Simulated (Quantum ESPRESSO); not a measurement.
## CaO under changes of volume

One of the cells (13.886 Å³/atom); the others are scaled copies at fixed shape and fractional positions:

```
Ca O
1.0
     0.00000    2.40356    2.40356
     2.40356    0.00000    2.40356
     2.40356    2.40356    0.00000
Ca O
1 1
Direct
  0.00000 0.00000 0.00000
  0.50000 0.50000 0.50000
```

The cell is a database's computed one.

| Property | Result |
| --- | --- |
| Program | Quantum ESPRESSO 7.5 |
| Functional | LDA |
| Potentials or basis | GBRV 1.5 LDA |
| Cutoff | 612 eV |
| Density cutoff | 4898 eV |
| k mesh | 10 × 10 × 10 |
| Occupations | fermi-dirac, width 0.05 eV |
| Spin | no spin polarisation |

```csv
volume (Å³/atom),energy over the lowest point (meV/atom),pressure (GPa),gap on the mesh (eV)
13.052,0.00,0.1,3.45
13.330,1.98,-2.5,3.47
13.608,?,?,?
13.886,18.29,-6.9,3.49
14.163,31.67,-8.8,3.50
14.441,48.17,-10.4,3.50
14.719,67.37,-11.9,3.51
```

Task: What does the run at 13.608 Å³/atom give?

Result: Energy over the lowest point 8.19 meV/atom; pressure -4.9 GPa; gap on the mesh 3.48 eV.

Worked out: A Birch-Murnaghan fit of order 3 (a polynomial in V^(-2/3)) to the other rows has its minimum at 13.07 Å³/atom with B0 = V·E''(V) = 128 GPa and B' = 4.3. It gives 8.23 meV/atom at 13.608 Å³/atom, against the run's 8.19, and -dE/dV = -4.7 GPa, against -4.9. A straight line through the other rows of the gap, of slope 0.472 eV per unit of ln V, gives 3.48 eV, against the run's 3.48.

Energies are extrapolated to zero smearing.

A mesh can miss the band edges.
